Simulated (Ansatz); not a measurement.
## Ti2C: relaxation of cell and atoms with PBEsol

Ti2C:

```
Ti C
1.0
     1.54070    0.88952    4.81377
    -1.54070    0.88952    4.81377
     0.00000   -1.77905    4.81377
Ti C
2 1
Direct
  0.75450 0.75450 0.75450
  0.24550 0.24550 0.24550
  0.50000 0.50000 0.50000
```

The cell comes from a database or a generator and needn't be the stable form of this composition.

```json
{
  "Program": "Ansatz 0.2.0",
  "Task": "relaxation of cell and atoms",
  "Functional": "PBEsol",
  "Potentials or basis": "Ansatz PAW",
  "Cutoff": "420 eV (not typed: the program's choice for these potentials)",
  "k mesh": "10 × 10 × 10",
  "Occupations": "fermi-dirac, width 0.05 eV",
  "Spin": "no spin polarisation",
  "Target pressure": "5 GPa",
  "Target pressure (GPa)": "5"
}
```

```json
{
 "Relaxed volume": "12.42 Å³/atom",
 "Relaxed cell": "a = 5.017 Å, b = 5.017 Å, c = 5.017 Å, α = 35.09°, β = 35.09°, γ = 35.09°",
 "Space group after relaxing (to 0.05 Å)": "R-3m (No. 166)",
 "Energy change on relaxing (the enthalpy is what falls)": "+1.3 meV/atom",
 "Ionic steps": "8",
 "Pressure after relaxing": "5.0 GPa",
 "Band gap on the k mesh": "none (metal or under the smearing width)"
}
```

Step by step:
| step | energy change (eV) | largest force (eV/Å) | volume (Å³) |
| --- | --- | --- | --- |
| 1 | 0.0000 | 0.1878 | 39.58 |
| 2 | 0.0997 | 0.6955 | 35.83 |
| 3 | -0.0043 | 0.0441 | 37.52 |
| 4 | 0.0005 | 0.0231 | 37.34 |
| 5 | 0.0019 | 0.0016 | 37.29 |
| 6 | 0.0035 | 0.0014 | 37.29 |
| 7 | 0.0038 | 0.0001 | 37.27 |
| 8 | 0.0038 | 0.0001 | 37.27 |

Final structure:
```yaml
crystal:
  lattice:
    - [1.51252, 0.87325, 4.70350]
    - [-1.51252, 0.87325, 4.70350]
    - [0.00000, -1.74651, 4.70350]
  atoms:
    - { symbol: Ti, position: [0.75285, 0.75285, 0.75285] }
    - { symbol: Ti, position: [0.24715, 0.24715, 0.24715] }
    - { symbol: C, position: [0.50000, 0.50000, 0.50000] }
```

Levels at points of the mesh, in eV from the Fermi level:
```csv
k point,band 11,band 12,band 13,band 14,band 15,band 16,band 17,band 18
"(0.00, 0.00, 0.00)",-2.58,-2.58,-1.94,0.51,0.51,1.06,2.10,2.10
"(0.00, 0.00, -0.50)",-3.15,-2.44,-1.35,-1.05,0.20,1.88,2.77,3.13
"(0.00, -0.50, -0.50)",-2.94,-2.65,-1.81,-0.94,1.01,2.68,3.11,3.37
"(-0.50, -0.50, -0.50)",-2.39,-2.39,-0.76,0.00,0.92,0.92,1.93,1.93
```

Wall time 43 s on 2 threads of Intel(R) Xeon(R) Processor @ 2.50GHz (Skylake/Cascade Lake), with other jobs on the host, peak memory 0.42 GiB.

Caveat: the plane-wave basis is chosen anew once the cell has moved, so the energies of steps on either side of that aren't comparable; the PAW data sets come from PBE, with cores solved anew for the run's functional, which leaves a small shift of forces and pressure.
